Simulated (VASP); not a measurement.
Write the native input for VASP 6.6.1 that does the following.

* Task: relaxation of cell and atoms
* Functional: PBEsol
* Potentials or basis: VASP PAW PBE potentials, release 64 (Hg, Te)
* Cutoff: 600 eV
* k mesh: 10 × 10 × 10
* Occupations: gaussian, width 0.03 eV
* Spin: no spin polarisation
* Further INCAR settings: ALGO = Normal; EDIFF = 1e-06; IBRION = 2; EDIFFG = -0.01; NSW = 90; ISIF = 3

The structure of HgTe (Coloradoite) lies in POSCAR:

```
HgTe
1.0
    0.0000000000      3.2145000000      3.2145000000
    3.2145000000      0.0000000000      3.2145000000
    3.2145000000      3.2145000000      0.0000000000
Hg Te
1 1
Direct
    0.0000000000      0.0000000000      0.0000000000
    0.2500000000      0.2500000000      0.2500000000
```

These files were run (other wordings do the same):

INCAR

```
  ALGO = Normal
  EDIFF = 1E-6
  EDIFFG = -0.01
  ENCUT = 600
  GGA = PS
  IBRION = 2
  ISIF = 3
  ISMEAR = 0
  KPAR = 8
  LASPH = T
  LCHARG = F
  LREAL = F
  LWAVE = F
  NELM = 80
  NSW = 90
  PREC = Accurate
  SIGMA = 0.03
```

KPOINTS

```
k-points
0
Gamma
  10 10 10
```

Potentials or basis: VASP PAW PBE potentials, release 64 (Hg, Te).

The run is started by

```console
$ cat potpaw_PBE.64/Hg/POTCAR potpaw_PBE.64/Te/POTCAR > POTCAR
$ mpirun -np 8 vasp_std > vasp.out
```

It gave:

The relaxed volume is 34.58 Å³/atom and the relaxed cell is a = 4.608 Å, b = 4.608 Å, c = 4.608 Å, α = 60.00°, β = 60.00°, γ = 60.00°. The space group after relaxing (to 0.05 Å) is F-43m (No. 216), the energy gained by relaxing is 7.7 meV/atom and the ionic steps are 3. The pressure after relaxing is 0.0 GPa. The band gap on the k mesh is none (metal or under the smearing width).

Caveat: the PAW data sets were made with another functional, which shifts forces and pressure a little.

Wall time 14 s on 8 MPI ranks on AMD EPYC 9R45 96-Core Processor (Zen 5) (shared host), peak memory 0.26 GiB a rank.
